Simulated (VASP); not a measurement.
Input and output of a VASP PBE single-point calculation on CdTe (strained zincblende)

INCAR

```
NBANDS = 16
NELM = 120
LREAL = .FALSE.
LCHARG = .FALSE.
LASPH = .TRUE.
ISIF = 2
SIGMA = 0.02
NSW = 0
GGA = PE
ISMEAR = -1
PREC = Accurate
EDIFF = 1E-7
ENCUT = 520
LWAVE = .FALSE.
IBRION = -1
```

KPOINTS

```
KPOINTS created by Atomic Simulation Environment
0
Gamma
6 6 6
0 0 0
```

KPOINTS_OPT

```
special points
6
Reciprocal
0.0000000000 0.0000000000 0.0000000000 1
-0.5000000000 -0.5000000000 0.0000000000 1
-0.3750000000 -0.3750000000 0.2500000000 1
-0.3750000000 0.0000000000 0.3750000000 1
0.0000000000 0.0000000000 0.5000000000 1
-0.5000000000 -0.2500000000 0.2500000000 1
```

POSCAR

```
Cd Te
 1.0000000000000000
     0.0000000000000000    3.2799551162000000    3.2471555649999999
     3.2799551162000000    0.0000000000000000    3.2471555649999999
     3.2799551162000000    3.2799551162000000    0.0000000000000000
 Cd  Te
   1   1
Cartesian
  0.0000000000000000  0.0000000000000000  0.0000000000000000
  1.6399775581000000  1.6399775581000000  1.6235777825000000
```

VASP ran with the recommended PBE PAW datasets (18 valence electrons in the cell).

Command

```
mpirun -np 1 vasp_std
```

OSZICAR

```
N       E                     dE             d eps       ncg     rms          rms(c)
DAV:   1     0.102177464279E+03    0.10218E+03   -0.81679E+03   960   0.962E+02
DAV:   2    -0.134445968374E+01   -0.10352E+03   -0.98408E+02  1152   0.236E+02
DAV:   3    -0.499277183659E+01   -0.36483E+01   -0.36426E+01  1184   0.467E+01
DAV:   4    -0.502632084486E+01   -0.33549E-01   -0.33547E-01  1456   0.394E+00
DAV:   5    -0.502639960297E+01   -0.78758E-04   -0.78758E-04  1256   0.180E-01    0.531E+00
DAV:   6    -0.480782692727E+01    0.21857E+00   -0.37156E-01  1120   0.718E+00    0.438E+00
DAV:   7    -0.479232907902E+01    0.15498E-01   -0.10565E-01  1120   0.209E+00    0.170E+00
DAV:   8    -0.479328448196E+01   -0.95540E-03   -0.10503E-02  1120   0.115E+00    0.458E-01
DAV:   9    -0.479362479678E+01   -0.34031E-03   -0.97772E-04  1136   0.324E-01    0.103E-01
DAV:  10    -0.479368046557E+01   -0.55669E-04   -0.11118E-04  1272   0.103E-01    0.558E-02
DAV:  11    -0.479372115201E+01   -0.40686E-04   -0.82638E-05  1120   0.572E-02    0.381E-02
DAV:  12    -0.479372025049E+01    0.90153E-06   -0.32318E-06  1224   0.141E-02    0.233E-02
DAV:  13    -0.479371997715E+01    0.27333E-06   -0.71132E-07  1224   0.401E-03    0.130E-02
DAV:  14    -0.479372007035E+01   -0.93198E-07   -0.93121E-07  1184   0.562E-03
   1 F= -.47937201E+01 E0= -.47937201E+01  d E =-.437452E-09
       N       E                     dE             ncg
DAV:   1     0.778264322849E+03   -0.28941E+04      192
DAV:   2     0.200844598890E+03   -0.57742E+03      240
DAV:   3     0.179615758586E+03   -0.21229E+02      248
DAV:   4     0.179424933417E+03   -0.19083E+00      296
DAV:   5     0.179424594314E+03   -0.33910E-03      256
DAV:   6     0.179424586115E+03   -0.81993E-05      272
DAV:   7     0.179424586013E+03   -0.10153E-06      232
DAV:   8     0.179424586010E+03   -0.31326E-08      208
```

From OUTCAR

```
k-points           NKPTS =     30   k-points in BZ     NKDIM =     30   number of bands    NBANDS=     16

   NELECT =      18.0000    total number of electrons

   dimension x,y,z NGX =    36 NGY =   36 NGZ =   36
   dimension x,y,z NGXF=    72 NGYF=   72 NGZF=   72

  energy-cutoff  :      520.00
  volume of cell :       69.87
      direct lattice vectors                 reciprocal lattice vectors
     0.000000000  3.279955116  3.247155565    -0.152441110  0.152441110  0.153980920
     3.279955116  0.000000000  3.247155565     0.152441110 -0.152441110  0.153980920
     3.279955116  3.279955116  0.000000000     0.152441110  0.152441110 -0.153980920

 k-points in reciprocal lattice and weights: KPOINTS created by Atomic Simulation Env
   0.00000000  0.00000000  0.00000000       0.005
   0.16666667  0.00000000  0.00000000       0.037
   0.33333333  0.00000000  0.00000000       0.037
   0.50000000 -0.00000000  0.00000000       0.019
   0.16666667  0.16666667  0.00000000       0.009
   0.33333333  0.16666667  0.00000000       0.037
   0.50000000  0.16666667  0.00000000       0.037
  -0.33333333  0.16666667  0.00000000       0.037
   ...

 E-fermi :   2.4723

 k-point     1 :       0.0000    0.0000    0.0000
  band No.  band energies     occupation
      1      -8.9102      2.00000
      2      -6.0892      2.00000
      3      -6.0892      2.00000
      4      -6.0868      2.00000
      5      -5.8479      2.00000
      6      -5.8467      2.00000
      7       2.1045      2.00000
      8       2.1045      2.00000
      9       2.1361      2.00000
     10       2.8046      0.00000
     11       6.7306      0.00000
     12       6.7335      0.00000
     13       6.7335      0.00000
     14       9.5426      0.00000
     15      11.3568      0.00000
     16      11.4903      0.00000

 k-point     2 :       0.1667    0.0000    0.0000
  band No.  band energies     occupation
      1      -8.8165      2.00000
      2      -6.0720      2.00000
      3      -6.0704      2.00000
      4      -6.0075      2.00000
      5      -5.8486      2.00000
      6      -5.8479      2.00000
      7       0.4099      2.00000
      8       1.8849      2.00000
      9       1.9137      2.00000
     10       3.9086      0.00000
     11       6.8267      0.00000
     12       7.0550      0.00000
     13       7.0652      0.00000
     14      10.5139      0.00000
     15      10.5390      0.00000
     16      10.6292      0.00000

 k-point     3 :       0.3333    0.0000    0.0000
  band No.  band energies     occupation
      1      -8.6297      2.00000
      2      -6.0425      2.00000
      3      -6.0404      2.00000
      4      -5.8451      2.00000
      5      -5.8441      2.00000
      6      -5.7431      2.00000
      7      -1.3635      2.00000
      8       1.5156      2.00000
      9       1.5570      2.00000
     10       4.0089      0.00000
     11       7.3191      0.00000
     12       7.3624      0.00000
     13       8.3123      0.00000
     14      10.1888      0.00000
     15      10.9668      0.00000
     16      10.9712      0.00000

 k-point     4 :       0.5000   -0.0000    0.0000
  band No.  band energies     occupation
      1      -8.5384      2.00000
      2      -6.0311      2.00000
      3      -6.0286      2.00000
      4      -5.8399      2.00000
      5      -5.8380      2.00000
      6      -5.5152      2.00000
      7      -2.1626      2.00000
      8       1.3547      2.00000
      9       1.4016      2.00000
     10       3.9055      0.00000
     11       7.2826      0.00000
     12       7.3407      0.00000
     13       9.1752      0.00000
     14      10.6711      0.00000
     15      12.3280      0.00000
     16      12.3912      0.00000

 k-point     5 :       0.1667    0.1667    0.0000
  band No.  band energies     occupation
      1      -8.7845      2.00000
      2      -6.0544      2.00000
      3      -6.0544      2.00000
      4      -6.0059      2.00000
      5      -5.8527      2.00000
      6      -5.8405      2.00000
      7       0.4118      2.00000
      8       1.5261      2.00000
      9       1.5261      2.00000
     10       4.5262      0.00000
     11       5.8510      0.00000
     12       7.6445      0.00000
     13       7.6445      0.00000
     14       9.3654      0.00000
     15      11.2845      0.00000
     16      11.6015      0.00000

 k-point     6 :       0.3333    0.1667    0.0000
  band No.  band energies     occupation
      1      -8.6295      2.00000
      2      -6.0300      2.00000
      3      -6.0209      2.00000
      4      -5.8932      2.00000
      5      -5.8345      2.00000
      6      -5.7642      2.00000
      7      -0.9287      2.00000
      8       1.0470      2.00000
      9       1.1311      2.00000
     10       4.9131      0.00000
     11       6.1511      0.00000
     12       7.8587      0.00000
     13       8.1863      0.00000
     14       9.9731      0.00000
     15      11.8112      0.00000
     16      11.8696      0.00000

 k-point     7 :       0.5000    0.1667    0.0000
  band No.  band energies     occupation
      1      -8.5098      2.00000
      2      -6.0155      2.00000
      3      -6.0067      2.00000
      4      -5.8630      2.00000
      5      -5.8353      2.00000
      6      -5.4885      2.00000
      7      -1.9633      2.00000
      8       0.5560      2.00000
      9       1.0479      2.00000
     10       4.8329      0.00000
     11       6.8383      0.00000
     12       8.0137      0.00000
     13       8.6275      0.00000
     14      10.9074      0.00000
     15      12.1022      0.00000
     16      12.4579      0.00000

 k-point     8 :      -0.3333    0.1667    0.0000
  band No.  band energies     occupation
      1      -8.5405      2.00000
      2      -6.0196      2.00000
      3      -6.0164      2.00000
      4      -5.8496      2.00000
      5      -5.8492      2.00000
      6      -5.5686      2.00000
      7      -1.7122      2.00000
      8       0.4313      2.00000
      9       1.3310      2.00000
     10       4.8819      0.00000
     11       7.0871      0.00000
     12       7.7250      0.00000
     13       8.4335      0.00000
     14      10.5641      0.00000
     15      11.2534      0.00000
     16      12.4058      0.00000

 k-point     9 :      -0.1667    0.1667    0.0000
  band No.  band energies     occupation
      1      -8.6929      2.00000
      2      -6.0524      2.00000
      3      -6.0368      2.00000
      4      -5.8847      2.00000
      5      -5.8560      2.00000
      6      -5.8268      2.00000
      7      -0.5416      2.00000
      8       0.9456      2.00000
      9       1.7639      2.00000
     10       4.7079      0.00000
     11       6.8445      0.00000
     12       7.2786      0.00000
     13       7.5890      0.00000
     14       9.8200      0.00000
     15      11.0314      0.00000
     16      11.8587      0.00000

 k-point    10 :       0.3333    0.3333    0.0000
  band No.  band energies     occupation
      1      -8.5387      2.00000
      2      -5.9789      2.00000
      3      -5.9789      2.00000
      4      -5.9294      2.00000
      5      -5.8256      2.00000
      6      -5.6509      2.00000
      7      -1.2545      2.00000
      8       0.6651      2.00000
      9       0.6651      2.00000
     10       4.8207      0.00000
     11       5.2732      0.00000
     12       9.4307      0.00000
     13       9.5377      0.00000
     14       9.5377      0.00000
     15      12.2800      0.00000
     16      14.0271      0.00000

 k-point    11 :       0.5000    0.3333    0.0000
  band No.  band energies     occupation
      1      -8.4520      2.00000
      2      -5.9760      2.00000
      3      -5.9594      2.00000
      4      -5.9083      2.00000
      5      -5.8262      2.00000
      6      -5.4203      2.00000
      7      -1.8487      2.00000
      8       0.0484      2.00000
      9       0.5344      2.00000
     10       4.9211      0.00000
     11       5.7824      0.00000
     12       9.0554      0.00000
     13       9.7310      0.00000
     14      11.1202      0.00000
     15      12.7134      0.00000
     16      13.4732      0.00000

 k-point    12 :      -0.3333    0.3333    0.0000
  band No.  band energies     occupation
      1      -8.4536      2.00000
      2      -5.9935      2.00000
      3      -5.9772      2.00000
      4      -5.8732      2.00000
      5      -5.8419      2.00000
      6      -5.3711      2.00000
      7      -1.8876      2.00000
      8      -0.3668      2.00000
      9       0.8289      2.00000
     10       5.1227      0.00000
     11       7.1638      0.00000
     12       8.9073      0.00000
     13       9.0857      0.00000
     14       9.5258      0.00000
     15      11.0654      0.00000
     16      14.3293      0.00000

 ...

  Total        0.6483593      0.6483593      0.7145978      0.0000000      0.0000000      0.0000000
  in kB       14.8681662     14.8681662     16.3871481      0.0000000      0.0000000      0.0000000
  external PRESSURE =      15.3744935 kB  Pullay stress =       0.0000000 kB

 POSITION                                       TOTAL-FORCE (eV/Angst)
 -----------------------------------------------------------------------------------
      0.00000      0.00000      0.00000        -0.000000     -0.000000      0.000000
      1.63998      1.63998      1.62358         0.000000      0.000000     -0.000000
 -----------------------------------------------------------------------------------
    total drift:                               -0.000000     -0.000000     -0.000000

  FREE ENERGIE OF THE ION-ELECTRON SYSTEM (eV)
  ---------------------------------------------------
  free  energy   TOTEN  =        -4.7937200704 eV

  energy  without entropy=       -4.7937200699  energy(sigma->0) =       -4.79372007
```

The gap between bands v and c is 0.67 eV. The least direct gap is 0.67 eV. The pressure is 1.5 GPa.

Band v is the last that the valence electrons fill when counted band by band, and c is the next.

The run took about 38 s on one core of a shared host (Intel Xeon Platinum 8488C) and held 0.23 GiB at most.
